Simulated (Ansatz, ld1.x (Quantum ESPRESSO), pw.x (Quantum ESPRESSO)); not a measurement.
# From atom to crystal: TM potential for Te

```
Element                 : tellurium (Te)
Generator               : ld1.x (Quantum ESPRESSO) 7.5
Type                    : norm-conserving Troullier–Martins (Kleinman–Bylander form)
Functional              : PBE
Relativity              : scalar-relativistic
Frozen core             : [Kr] 4d10
Valence charge          : 6
Reference configuration : 5s2 5p4
Partial waves           : 5p (bound): rc 1.70 bohr; 5d channel at 0.35 Ry: rc 1.35 bohr; 5s (bound): rc 1.55 bohr
Local potential         : the s channel
Core correction         : none
```

Crystal test: fcc Te in pw.x 7.5, no spin, 12³ k-points, Fermi–Dirac smearing 0.01 Ry, cutoffs 120/480 Ry. The reference is all-electron LAPW (Ansatz 0.2.0) with the same functional, mesh and smearing; V0 and B0 come from Birch–Murnaghan fits to the pressures at five volumes. Errors are pseudo minus all-electron; Δ is the rms difference of the E(V) curves that follow from these fits, minima aligned, over ±6 % about the mean V0. Mesh and smearing are coarse, so the numbers serve the comparison and aren't converged zero-temperature values; the lattice is a test structure that the element need not adopt.

All-electron: a0 = 4.845 Å (V0 = 28.43 Å³/atom), B0 = 52.9 GPa.

Task: How far does the potential miss the all-electron equation of state?

Result: mean pressure error (GPa): -9.31. The pressure does not cross zero within the volumes sampled, so no fit is given. This is a poor potential for the solid. The atomic tests give no hint of an error of this size, and its cause was not traced.

```tsv
V (Å³/atom)	P all-electron (GPa)	P pseudo (GPa)
26.941	3.24	-7.88
27.650	1.57	-8.54
28.359	0.13	-9.09
29.068	-1.12	-9.53
29.777	-2.19	-9.89
```

Task: At the middle volume, how do free energy and pressure move when the wave cutoff is lowered (ecutrho kept at four times it)?

Result:

```tsv
cutoff (Ry)	shift of F (meV/atom)	shift of P (GPa)
54	+82.6	-1.34
72	+18.1	-0.09
96	+7.1	-0.28
```

The run at the middle volume (72 k-points, 6 iterations) took about 30 s on one core of a shared host (Neoverse-V2, 96 threads, 742 GiB, load 43).
